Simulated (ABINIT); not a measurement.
The system is KCl (Sylvite).

```
K Cl
1.0
     0.00000    3.14647    3.14647
     3.14647    0.00000    3.14647
     3.14647    3.14647    0.00000
K Cl
1 1
Direct
  0.00000 0.00000 0.00000
  0.50000 0.50000 0.50000
```

Base run:

| Quantity | Value |
| --- | --- |
| Program | ABINIT 10.8.3 (patched build) |
| Functional | PBE |
| Potentials or basis | SPMS NC PBE v1.0 |
| Cutoff | 490 eV |
| k mesh | 6 × 6 × 6 |
| Occupations | fixed |
| Spin | no spin polarisation |

Its results: band gap on the k mesh 5.19 eV, direct; pressure 0.6 GPa.

**Question.** The run is repeated on the same cell with these changes: functional from PBE to PBEsol. What comes out?

**Answer.** Band gap on the k mesh 5.02 eV, direct; pressure -0.5 GPa.

PBEsol binds more tightly than PBE, so the same cell stands under less pressure.

Caveats: the potentials were made for another functional, which shifts forces and pressure (some runs).

A k mesh can miss the band edges.

Not every run made on this cell is shown here.
